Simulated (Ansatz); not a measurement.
**Tetragonal deformation path in Si**

All numbers below come from DFT PBE, scalar-relativistic, plane waves, PAW (Ansatz). Cutoff 250 eV, Γ-centred 12×12×12 k-points, Gaussian smearing of 0.03 eV. The cutoff lies under the one recommended for these potentials. No spin polarisation. Energies are free energies at this smearing, counted from the undisturbed cell; pressure is positive in compression.

Zero of the scan (as given, not relaxed at this level; it stands at 1.6 GPa; this form isn't the usual structure):

```
CELL_PARAMETERS angstrom
-3.32544 3.32544 1.92239
3.32544 -3.32544 1.92239
3.32544 3.32544 -1.92239
ATOMIC_POSITIONS crystal
Si 0.17880 0.17880 0.35760
Si 0.82120 0.82120 0.64240
Si 0.17880 0.82120 0.00000
Si 0.82120 0.17880 0.00000
```

At fixed volume and fractional coordinates, lengths along (0.000, 0.000, 1.000) are scaled against those across it; ρ is that ratio over its starting value.

| ρ | ΔE (meV/atom) | pressure (GPa) | gap on the mesh (eV) |
| --- | --- | --- | --- |
| 0.800 | 394.3 | 6.1 | 0.00 |
| 0.850 | 214.2 | 4.4 | 0.00 |
| 0.920 | 56.3 | 2.5 | 0.00 |
| 0.960 | 13.3 | 1.9 | 0.19 |
| 1.000 | 0.0 | 1.6 | 0.24 |
| 1.050 | 19.0 | 1.6 | 0.00 |
| 1.100 | 70.4 | 2.1 | 0.00 |
| 1.200 | 245.1 | 3.9 | 0.00 |
| 1.300 | 484.7 | 6.8 | 0.00 |

Cost: 9 runs of about 1.4 core-minutes in all, on AMD EPYC (Zen 3) (shared hosts).